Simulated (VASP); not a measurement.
# Mg: single point with PBE

Crystal: Mg.

```xyz
1
Lattice="0.0000 2.2738 2.2738 2.2738 0.0000 2.2738 2.2738 2.2738 0.0000" Properties=species:S:1:pos:R:3 pbc="T T T"
Mg    0.0000    0.0000    0.0000
```

This isn't the form of Mg at room conditions, which is hcp.

The cell isn't the ideal one: volume scaled by 1.04.

```yaml
Program: VASP 6.6.1
Task: single point
Functional: PBE
Potentials_or_basis: VASP PAW PBE potentials, release 64 (Mg)
Cutoff: 520 eV
k_mesh: 10 × 10 × 10
Occupations: methfessel-paxton, width 0.025 eV
Spin: no spin polarisation
Dipole_correction: no
Further_INCAR_settings: ALGO = Normal; EDIFF = 1e-07; NBANDS = 7
```

| Property | Result |
| --- | --- |
| Pressure | -0.7 GPa |
| Band gap on the k mesh | none (metal or under the smearing width) |

Levels at points of the mesh, in eV from the Fermi level:
```tsv
k point	band 1	band 2	band 3	band 4
(0.00, 0.00, 0.00)	-6.88	12.16	12.16	12.16
(0.50, 0.00, 0.00)	-1.72	-1.34	11.08	11.08
(0.50, 0.50, 0.00)	-0.27	0.73	5.99	6.77
```

Run time: 3.9 s on 1 thread of Intel(R) Xeon(R) Platinum 8488C (Sapphire Rapids) (shared host), peak memory 0.13 GiB.
